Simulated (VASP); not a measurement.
TePb:

```xyz
2
Lattice="0.0000 3.2310 3.2310 3.2310 0.0000 3.2310 3.2310 3.2310 0.0000" Properties=species:S:1:pos:R:3 pbc="T T T"
Pb    0.0000    0.0000    0.0000
Te    3.2310    3.2310    3.2310
```

| Quantity | Value |
| --- | --- |
| Program | VASP 6.6.1 |
| Task | relaxation of cell and atoms |
| Functional | RPBE |
| Dispersion | D3 |
| Potentials or basis | VASP PAW PBE potentials, release 64 (Pb_d, Te) |
| Cutoff | 600 eV |
| k mesh | 7 × 7 × 7 |
| Occupations | fermi-dirac, width 0.05 eV |
| Spin | no spin polarisation |

At the start: pressure 2.1 GPa; volume 33.73 Å³/atom.

How do energy, volume and symmetry change on relaxing?

Over 3 steps the energy falls by 11.3 meV/atom and the volume is 35.95 Å³/atom (+6.6 %); space group Fm-3m (No. 225, to 0.05 Å).

The path:
```csv
step,energy change (eV),largest force (eV/Å),pressure (GPa),volume (Å³)
1,0.0000,0.0000,2.05,67.46
2,-0.0226,0.0000,0.02,71.77
3,-0.0226,0.0000,0.02,71.90
```

Final structure:
```yaml
crystal:
  lattice:
    - [0.00000, 3.30037, 3.30037]
    - [3.30037, 0.00000, 3.30037]
    - [3.30037, 3.30037, 0.00000]
  atoms:
    - { symbol: Pb, position: [0.00000, 0.00000, 0.00000] }
    - { symbol: Te, position: [0.50000, 0.50000, 0.50000] }
```

Caveat: the PAW data sets were made with another functional, which shifts forces and pressure a little.
